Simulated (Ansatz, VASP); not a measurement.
**One calculation of KCl, two programs**

Contents of POSCAR:

```
KCl
1.0
    3.5550803456      0.0000000000      0.0000000000
    0.0000000000      3.5550803456      0.0000000000
    0.0000000000      0.0000000000      3.7711682885
K Cl
1 1
Direct
    0.0000000000      0.0000000000      0.0000000000
    0.5000000000      0.5000000000      0.5000000000
```

Contents of INCAR.step1:

```
SYSTEM = KCl
PREC     = Accurate       ! precision mode
ENCUT    = 520            ! plane-wave cutoff, eV
EDIFF    = 1E-5           ! SCF threshold, eV
ISMEAR   = 0              ! smearing method
SIGMA    = 0.01           ! smearing width, eV
LREAL    = .False.        ! projectors in reciprocal space
LASPH    = .True.         ! aspherical terms in the spheres
NELM     = 100            ! most SCF steps
ALGO     = Normal         ! electronic algorithm
ISIF     = 2              ! what is computed and relaxed
LWAVE    = .True.         ! write WAVECAR
LCHARG   = .False.        ! write CHGCAR
GGA      = PE             ! functional
NBANDS   = 15             ! bands
```

The input INCAR.step2:

```
SYSTEM = KCl
PREC     = Accurate       ! precision mode
ENCUT    = 520            ! plane-wave cutoff, eV
EDIFF    = 1E-7           ! SCF threshold, eV
ISMEAR   = 0              ! smearing method
SIGMA    = 0.01           ! smearing width, eV
LREAL    = .False.        ! projectors in reciprocal space
LASPH    = .True.         ! aspherical terms in the spheres
NELM     = 100            ! most SCF steps
ALGO     = Normal         ! electronic algorithm
ISIF     = 2              ! what is computed and relaxed
LWAVE    = .False.        ! write WAVECAR
LCHARG   = .False.        ! write CHGCAR
GGA      = PE             ! functional
LHFCALC  = .True.         ! exact exchange
HFSCREEN = 0.2079         ! screening, 1/A
PRECFOCK = Normal       
ISTART   = 1            
NBANDS   = 15             ! bands
```

Contents of KPOINTS:

```
regular mesh
0
Gamma
  6 6 6
  0 0 0
```

Input for Ansatz:

```yaml
crystal:
  lattice:
    - [3.5550803456, 0.0, 0.0]
    - [0.0, 3.5550803456, 0.0]
    - [0.0, 0.0, 3.7711682885]
  atoms:
    - { symbol: K, position: [0.0, 0.0, 0.0] }
    - { symbol: Cl, position: [0.5, 0.5, 0.5] }
kpoints:
  mp_grid: { grid: [6, 6, 6] }
  band_path:
    path:
      - [0.0, 0.0, 0.0]
      - [0.0, 0.5, 0.0]
      - [0.5, 0.5, 0.0]
      - [0.5, 0.5, 0.5]
      - [0.0, 0.5, 0.5]
    npoints: 1
hamiltonian:
  xc: hse06
scf:
  occupations: { method: fixed }
  n_extra_bands: 4
output:
  forces: true
  stress: true
  eigenvalues: true
```

Change from the starting cell: biaxial_xy strain -5.7%.

Alike in both runs: task single point; functional HSE06; k mesh 6 × 6 × 6; no spin polarisation.

|  | VASP | Ansatz |
| --- | --- | --- |
| version | VASP 6.6.1 | Ansatz 0.2.0 |
| potentials or method | VASP PAW PBE potentials, release 64 (K_sv, Cl) | plane waves, PAW |
| plane-wave cutoff (eV) | 520 | 420 |
| occupations | gaussian, width 0.01 eV | fixed |
| valence electrons in the cell | 16 | 16 |

|  | VASP | Ansatz | Ansatz less VASP |
| --- | --- | --- | --- |
| gap on the k mesh at the Fermi level (eV) | 6.76 | 6.77 | +0.002 |
| pressure (GPa) | 4.3 | 4.2 | -0.08 |
| largest component of the traceless stress (GPa) | 2.09 | 2.10 | +0.010 |

Ansatz warned: «stress_exchange_threshold_loose».

Caveats: the PAW data sets were made with another functional, which shifts forces and pressure a little (VASP). A k mesh can miss the band edges.
